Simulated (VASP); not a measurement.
# GaP (F-43m) in VASP: further runs

The runs below take GaP through single point, with PBE, PBEsol.

Program: VASP 6.6.1. These are calculated values, not measurements. Logs are shortened: lines on timing, memory, paths and dates and some standing lists are left out, and cuts for length are marked.

**What was measured.**

“Stacking defects in GaP nanowires: Electronic structure and optical properties”, 2018, arxiv:1810.01194 quotes, for a bulk crystal of GaP at 10 K: band gap 2.34 eV (indirect).

The runs below are set against these values where they give the same quantity.

## Step 1: Starting point

It takes space group F-43m (No. 216, cubic). Conventional cell: a = 5.451 Å, b = 5.451 Å, c = 5.451 Å, α = 90.00°, β = 90.00°, γ = 90.00°. Ga (site symmetry -43m) has 4 P at 2.36 Å as nearest neighbours. Around P (site symmetry -43m) lie 4 Ga at 2.36 Å.

## Step 2: Single point, PBE

The input, INCAR:

```
  PREC = Accurate
  ENCUT = 520
  EDIFF = 1E-7
  ISMEAR = -1
  SIGMA = 0.05
  LREAL = F
  LASPH = T
  NELM = 60
  ALGO = Normal
  ISIF = 2
  LWAVE = F
  LCHARG = F
  GGA = PE
  NBANDS = 16
```

The input, KPOINTS:

```
regular mesh
0
Gamma
  8 8 8
```

The input, POSCAR:

```
GaP
1.0
    0.0000000000      2.7252500000      2.7252500000
    2.7252500000      0.0000000000      2.7252500000
    2.7252500000      2.7252500000      0.0000000000
Ga P
1 1
Direct
    0.0000000000      0.0000000000      0.0000000000
    0.7500000000      0.7500000000      0.7500000000
```

Potentials or basis: VASP PAW PBE potentials, release 64 (Ga_d, P).

Launch:

```console
$ cat potpaw_PBE.64/Ga_d/POTCAR potpaw_PBE.64/P/POTCAR > POTCAR
$ mpirun -np 1 vasp_std > vasp.out
```

OUTCAR:

```text
PREC = Accurate
   ENCUT = 520
   EDIFF = 1E-7
   ISMEAR = -1
   LREAL = F
   LASPH = T
   NELM = 60
   ISIF = 2
   GGA = PE

 ion  position               nearest neighbor table
   1  0.000  0.000  0.000-   2 2.36   2 2.36   2 2.36   2 2.36
   2  0.750  0.750  0.750-   1 2.36   1 2.36   1 2.36   1 2.36

  LATTYP: Found a face centered cubic cell.
 ALAT       =     5.4505000000

  Lattice vectors:

 A1 = (   0.0000000000,   2.7252500000,   2.7252500000)
 A2 = (   2.7252500000,   0.0000000000,   2.7252500000)
 A3 = (   2.7252500000,   2.7252500000,   0.0000000000)

Analysis of symmetry for initial positions (statically):
=====================================================================
 Subroutine PRICEL returns:
 Original cell was already a primitive cell.

 Routine SETGRP: Setting up the symmetry group for a
 face centered cubic supercell.

 Subroutine GETGRP returns: Found 24 space group operations
 (whereof 24 operations were pure point group operations)
 out of a pool of 48 trial point group operations.

The static configuration has the point symmetry T_d .

Analysis of symmetry for dynamics (positions and initial velocities):
=====================================================================
 Subroutine PRICEL returns:
 Original cell was already a primitive cell.

 Routine SETGRP: Setting up the symmetry group for a
 face centered cubic supercell.

 Subroutine GETGRP returns: Found 24 space group operations
 (whereof 24 operations were pure point group operations)
 out of a pool of 48 trial point group operations.

The dynamic configuration has the point symmetry T_d .

 Subroutine INISYM returns: Found 24 space group operations
 (whereof 24 operations are pure point group operations),
 and found     1 'primitive' translations

----------------------------------------------------------------------------------------

                                     Primitive cell

  volume of cell :      40.4808

  direct lattice vectors                    reciprocal lattice vectors
     0.000000000  2.725250000  2.725250000    -0.183469406  0.183469406  0.183469406
     2.725250000  0.000000000  2.725250000     0.183469406 -0.183469406  0.183469406
     2.725250000  2.725250000  0.000000000     0.183469406  0.183469406 -0.183469406

  length of vectors
     3.854085511  3.854085511  3.854085511     0.317778334  0.317778334  0.317778334

  position of ions in fractional coordinates (direct lattice)
     0.000000000  0.000000000  0.000000000
     0.750000000  0.750000000  0.750000000

  ion indices of the primitive-cell ions
   primitive index   ion index
                 1           1
                 2           2

----------------------------------------------------------------------------------------

 KPOINTS: regular mesh

Automatic generation of k-mesh.
 Grid dimensions read from file:
 generate k-points for:    8    8    8

 Generating k-lattice:

  Cartesian coordinates                     Fractional coordinates (reciprocal lattice)
    -0.022933676  0.022933676  0.022933676     0.125000000  0.000000000  0.000000000
     0.022933676 -0.022933676  0.022933676     0.000000000  0.125000000  0.000000000
     0.022933676  0.022933676 -0.022933676     0.000000000  0.000000000  0.125000000

  Length of vectors
     0.039722292  0.039722292  0.039722292

  Shift w.r.t. Gamma in fractional coordinates (k-lattice)
     0.000000000  0.000000000  0.000000000

 Subroutine IBZKPT returns following result:
 ===========================================

 Found     29 irreducible k-points:

 Following reciprocal coordinates:
            Coordinates               Weight
  0.000000  0.000000  0.000000      1.000000
  0.125000  0.000000  0.000000      8.000000
  0.250000  0.000000  0.000000      8.000000
  0.375000  0.000000  0.000000      8.000000
  0.500000  0.000000  0.000000      4.000000
  0.125000  0.125000  0.000000      6.000000
[... 21 lines left out ...]
 -0.375000  0.500000  0.125000     12.000000
 -0.250000  0.500000  0.250000      6.000000
   k-points           NKPTS =     29   k-points in BZ     NKDIM =     29   number of bands    NBANDS=     16
   number of dos      NEDOS =    301   number of ions     NIONS =      2
   total plane-waves  NPLWV =  27000
   dimension x,y,z NGX =    30 NGY =   30 NGZ =   30
   dimension x,y,z NGXF=    60 NGYF=   60 NGZF=   60
   ions per type =               1   1
   NGX,Y,Z   is equivalent  to a cutoff of  12.94, 12.94, 12.94 a.u.
   NGXF,Y,Z  is equivalent  to a cutoff of  25.88, 25.88, 25.88 a.u.
 SYSTEM =  unknown system
   PREC   = accura    normal or accurate (medium, high low for compatibility)
   ISTART =      0    job   : 0-new  1-cont  2-samecut
   ICHARG =      2    charge: 1-file 2-atom 10-const
   ISPIN  =      1    spin polarized calculation?
   LNONCOLLINEAR =      F non collinear calculations
   LSORBIT =      F    spin-orbit coupling
   LASPH  =      T    aspherical Exc in radial PAW
   ENCUT  =  520.0 eV  38.22 Ry    6.18 a.u.   7.17  7.17  7.17*2*pi/ulx,y,z
   NELM   =     60;   NELMIN=  2; NELMDL= -5     # of ELM steps
   EDIFF  = 0.1E-06   stopping-criterion for ELM
   LREAL  =      F    real-space projection
   EDIFFG = 0.1E-05   stopping-criterion for IOM
   NSW    =      0    number of steps for IOM
   IBRION =     -1    ionic relax: 0-MD 1-quasi-New 2-CG
   NFREE  =      0    steps in history (QN), initial steepest desc. (CG)
   ISIF   =      2    stress and relaxation
   ISYM   =      2    0-nonsym 1-usesym 2-fastsym
   POTIM  = 0.5000    time-step for ionic-motion
   TEBEG  =    0.0;   TEEND  =   0.0 temperature during run
   PSTRESS=    0.0 pullay stress
   NELECT =      18.0000    total number of electrons
   NUPDOWN=      -1.0000    fix difference up-down
   EMIN   =  10.00;   EMAX   =-10.00  energy-range for DOS
   EFERMI =   0.00;   METHOD = LEGACY
   ISMEAR =    -1;   SIGMA  =   0.05  broadening in eV -4-tet -1-fermi 0-gaus
   EFERMI_NEDOS =   21; number of points for ismear=-14 and -15
   IALGO  =     38    algorithm
   IMIX   =      4    mixing-type and parameters
     AMIX     =   0.40;   BMIX     =  1.00
     AMIX_MAG =   1.60;   BMIX_MAG =  1.00
  volume/ion in A,a.u.               =      20.24       136.59
  Fermi-wavevector in a.u.,A,eV,Ry     =   1.249538  2.361284 21.243377  1.561344
  Thomas-Fermi vector in A             =   2.383574
   LORBIT       =      0    0 simple, 1 ext, 2 COOP (PROOUT), +10 PAW based schemes
   GGA     = PE    functional components
   LHFCALC =     F    Hartree Fock is set to
   AEXX    =    0.0000 exact exchange contribution
   IVDW    =     0    specifies the selected vdW correction
   LEPSILON=     F    determine dielectric tensor
   LRPA    =     F    only Hartree local field effects (RPA)
 non-spin polarized calculation
  energy-cutoff  :      520.00
  volume of cell :       40.48
 maximum number of plane-waves:      1106
 NGX is ok and might be reduce to    30
   NGX = 15   NGY = 15   NGZ = 15

 number of electron      17.9999989 magnetization

 Free energy of the ion-electron system (eV)
  ---------------------------------------------------
  ext. energy  EPLUGINS =         0.00000000
  ---------------------------------------------------
  free energy    TOTEN  =        -9.11612143 eV

  energy without entropy =       -9.11612143  energy(sigma->0) =       -9.11612143

 E-fermi :   5.4423     XC(G=0):  -9.8328

 val. band max:        4.6525341621   @ k =   0.0000   0.0000   0.0000
 cond. band min:       6.2942618279   @ k =   0.3750   0.3750   0.0000
 fundamental gap:      1.6417276658
 Fermi energy:         5.4422882681

 k-point     1 :       0.0000    0.0000    0.0000
  band No.  band energies     occupation
      1      -9.8988      2.00000
      2      -9.8988      2.00000
      3      -9.8988      2.00000
      4      -9.7991      2.00000
      5      -9.7991      2.00000
      6      -7.8392      2.00000
[... 8 lines left out ...]
     15      14.4398      0.00000
     16      14.4398      0.00000

 k-point     2 :       0.1250    0.0000    0.0000
  band No.  band energies     occupation
      1      -9.9125      2.00000
      2      -9.8941      2.00000
      3      -9.8941      2.00000
      4      -9.7991      2.00000
      5      -9.7991      2.00000
      6      -7.6368      2.00000
[... 8 lines left out ...]
     15      13.8172      0.00000
     16      14.3550      0.00000

 k-point     3 :       0.2500    0.0000    0.0000
  band No.  band energies     occupation
      1      -9.9426      2.00000
      2      -9.8841      2.00000
      3      -9.8841      2.00000
      4      -9.7978      2.00000
      5      -9.7978      2.00000
      6      -7.0633      2.00000
[... 8 lines left out ...]
     15      13.6347      0.00000
     16      14.5816      0.00000

 k-point     4 :       0.3750    0.0000    0.0000
  band No.  band energies     occupation
      1      -9.9698      2.00000
      2      -9.8764      2.00000
      3      -9.8764      2.00000
      4      -9.7941      2.00000
      5      -9.7941      2.00000
      6      -6.2634      2.00000
[... 8 lines left out ...]
     15      14.8318      0.00000
     16      14.8318      0.00000

 k-point     5 :       0.5000    0.0000    0.0000
  band No.  band energies     occupation
      1      -9.9804      2.00000
      2      -9.8740      2.00000
      3      -9.8740      2.00000
      4      -9.7917      2.00000
      5      -9.7917      2.00000
      6      -5.7732      2.00000
[... 8 lines left out ...]
     15      16.3398      0.00000
     16      16.3398      0.00000

 k-point     6 :       0.1250    0.1250    0.0000
  band No.  band energies     occupation
      1      -9.9213      2.00000
      2      -9.8896      2.00000
      3      -9.8896      2.00000
      4      -9.8032      2.00000
      5      -9.7959      2.00000
      6      -7.5696      2.00000
[... 8 lines left out ...]
     15      14.6842      0.00000
     16      14.7219      0.00000

 k-point     7 :       0.2500    0.1250    0.0000
  band No.  band energies     occupation
      1      -9.9450      2.00000
      2      -9.8812      2.00000
      3      -9.8791      2.00000
      4      -9.8063      2.00000
      5      -9.7929      2.00000
      6      -7.1187      2.00000
[... 8 lines left out ...]
     15      14.6800      0.00000
     16      15.7914      0.00000

 k-point     8 :       0.3750    0.1250    0.0000
  band No.  band energies     occupation
      1      -9.9688      2.00000
      2      -9.8745      2.00000
      3      -9.8704      2.00000
      4      -9.8045      2.00000
      5      -9.7901      2.00000
      6      -6.3761      2.00000
[... 8 lines left out ...]
     15      15.5011      0.00000
     16      15.5402      0.00000

 k-point     9 :       0.5000    0.1250    0.0000
  band No.  band energies     occupation
      1      -9.9817      2.00000
      2      -9.8716      2.00000
      3      -9.8674      2.00000
      4      -9.7985      2.00000
      5      -9.7904      2.00000
      6      -5.6943      2.00000
[... 8 lines left out ...]
     15      16.3423      0.00000
     16      16.6106      0.00000
[... 267 lines left out ...]
 k-point    24 :      -0.3750    0.2500    0.1250
  band No.  band energies     occupation
      1      -9.9869      2.00000
      2      -9.8679      2.00000
      3      -9.8558      2.00000
      4      -9.8042      2.00000
      5      -9.7918      2.00000
      6      -5.3673      2.00000
[... 8 lines left out ...]
     15      16.6576      0.00000
     16      17.1623      0.00000

 k-point    25 :       0.5000    0.3750    0.1250
  band No.  band energies     occupation
      1      -9.9961      2.00000
      2      -9.8548      2.00000
      3      -9.8461      2.00000
      4      -9.8206      2.00000
      5      -9.7842      2.00000
      6      -5.5284      2.00000
[... 8 lines left out ...]
     15      17.0400      0.00000
     16      17.7655      0.00000

 k-point    26 :      -0.3750    0.3750    0.1250
  band No.  band energies     occupation
      1      -9.9967      2.00000
      2      -9.8589      2.00000
      3      -9.8427      2.00000
      4      -9.8153      2.00000
      5      -9.7884      2.00000
      6      -5.0033      2.00000
[... 8 lines left out ...]
     15      16.9716      0.00000
     16      17.7715      0.00000

 k-point    27 :      -0.2500    0.3750    0.1250
  band No.  band energies     occupation
      1      -9.9904      2.00000
      2      -9.8644      2.00000
      3      -9.8472      2.00000
      4      -9.8095      2.00000
      5      -9.7924      2.00000
      6      -5.1868      2.00000
[... 8 lines left out ...]
     15      15.3378      0.00000
     16      19.5347      0.00000

 k-point    28 :      -0.3750    0.5000    0.1250
  band No.  band energies     occupation
      1     -10.0075      2.00000
      2      -9.8462      2.00000
      3      -9.8382      2.00000
      4      -9.8240      2.00000
      5      -9.7826      2.00000
      6      -4.8286      2.00000
[... 8 lines left out ...]
     15      16.5833      0.00000
     16      18.1348      0.00000

 k-point    29 :      -0.2500    0.5000    0.2500
  band No.  band energies     occupation
      1      -9.9971      2.00000
      2      -9.8604      2.00000
      3      -9.8390      2.00000
      4      -9.8144      2.00000
      5      -9.7903      2.00000
      6      -4.7818      2.00000
[... 8 lines left out ...]
     15      16.5501      0.00000
     16      18.3936      0.00000

------------------------ aborting loop because EDIFF is reached ----------------------------------------

  FORCE on cell =-STRESS in cart. coord.  units (eV):
  Direction    XX          YY          ZZ          XY          YZ          ZX
  --------------------------------------------------------------------------------------
  -------------------------------------------------------------------------------------
  Total        0.6268804      0.6268804      0.6268804      0.0000000      0.0000000      0.0000000
  in kB       24.8111124     24.8111124     24.8111124      0.0000000      0.0000000      0.0000000
  external PRESSURE =      24.8111124 kB  Pullay stress =       0.0000000 kB

 VOLUME and BASIS-vectors are now :
 -----------------------------------------------------------------------------
  energy-cutoff  :      520.00
  volume of cell :       40.48
      direct lattice vectors                 reciprocal lattice vectors
     0.000000000  2.725250000  2.725250000    -0.183469406  0.183469406  0.183469406
     2.725250000  0.000000000  2.725250000     0.183469406 -0.183469406  0.183469406
     2.725250000  2.725250000  0.000000000     0.183469406  0.183469406 -0.183469406

 POSITION                                       TOTAL-FORCE (eV/Angst)
 -----------------------------------------------------------------------------------
      0.00000      0.00000      0.00000         0.000000     -0.000000     -0.000000
      4.08788      4.08788      4.08788        -0.000000      0.000000      0.000000
 -----------------------------------------------------------------------------------
    total drift:                               -0.000002     -0.000002     -0.000002

  FREE ENERGIE OF THE ION-ELECTRON SYSTEM (eV)
  ---------------------------------------------------
  free  energy   TOTEN  =        -9.1161214287 eV

  energy  without entropy=       -9.1161214256  energy(sigma->0) =       -9.11612143
```

It took 13 s on 1 thread of Intel Xeon 6975P-C (Granite Rapids), shared host; peak memory 0.15 GiB.

Results:

| Property | Result |
| --- | --- |
| Free energy | -9.1161 eV |
| Pressure | 2.5 GPa |
| Band gap on the k mesh | 1.64 eV, indirect (least direct gap 1.83 eV) |

(Continued in part 2 of 2.)
